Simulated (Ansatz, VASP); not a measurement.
Two plane-wave programs on BN

Contents of INCAR:

```
SYSTEM = BN
  PREC = Accurate
  ENCUT = 600
  EDIFF = 1E-6
  ISMEAR = 0
  SIGMA = 0.02
  LREAL = .FALSE.
  LASPH = .TRUE.
  NELM = 100
  ALGO = Normal
  ISIF = 3
  LWAVE = .FALSE.
  LCHARG = .FALSE.
  GGA = PE
  IBRION = 2
  NSW = 100
  EDIFFG = -0.01
```

KPOINTS

```
Automatic mesh
0
G
  10 10 6
  0 0 0
```

The input POSCAR:

```
BN
1.0
    2.1758173620     -1.2561772780      0.0000000000
    2.1758173620      1.2561772780      0.0000000000
   -1.4008572205      0.0000000000      3.8617495171
B N
1 1
Direct
    0.0004237991      0.0004237991      0.0012636983
    0.6671431809      0.6671431809      0.0014372517
```

Input for Ansatz:

```yaml
crystal:
  lattice:
    - [2.175817362, -1.256177278, 0.0]
    - [2.175817362, 1.256177278, 0.0]
    - [-1.4008572205, 0.0, 3.8617495171]
  atoms:
    - { symbol: B, position: [0.0004237991, 0.0004237991, 0.0012636983] }
    - { symbol: "N", position: [0.6671431809, 0.6671431809, 0.0014372517] }
basis:
  ecutwfc: 420
kpoints:
  mp_grid: { grid: [10, 10, 6] }
hamiltonian:
  xc: pbe
scf:
  occupations: { method: gaussian, width: 0.02 }
output:
  forces: true
  stress: true
  eigenvalues: true
relax:
  adjacent_minimum: "off"
  f_tol: 0.01
  max_steps: 80
  cell: { stress_tol: 0.05 }
```

Alike in both runs: task relaxation of cell and atoms; functional PBE; k mesh 10 × 10 × 6; occupations gaussian, width 0.02 eV; no spin polarisation.

|  | VASP | Ansatz |
| --- | --- | --- |
| version | VASP 6.6.1 | Ansatz 0.2.0 |
| potentials or method | VASP PAW PBE potentials, release 64 (B, N) | scalar-relativistic, plane waves, PAW |
| plane-wave cutoff (eV) | 600 | 420 |
| valence electrons in the cell | 8 | 8 |

VASP gave:

* gap on the k mesh at the Fermi level, each at its own relaxed structure (eV): 4.54
* relaxed volume (Å³/atom): 10.55
* relaxed cell length with the largest relative difference (Å): 4.108

Question: What did Ansatz give for the same quantities?

Answer: gap on the k mesh at the Fermi level, each at its own relaxed structure (eV): 4.52; relaxed volume (Å³/atom): 11.42; relaxed cell length with the largest relative difference (Å): 4.415.

One of these differences is far larger than is usual between the two programs; its cause wasn't traced.

Caveats: the relaxation stopped at its first step, so nothing moved; this functional lacks dispersion, which binds the layers, so the pressure and a relaxed spacing across them are unreliable. Expect the measured gap to be larger: semilocal functionals such as PBE lack the derivative discontinuity. A k mesh can miss the band edges.
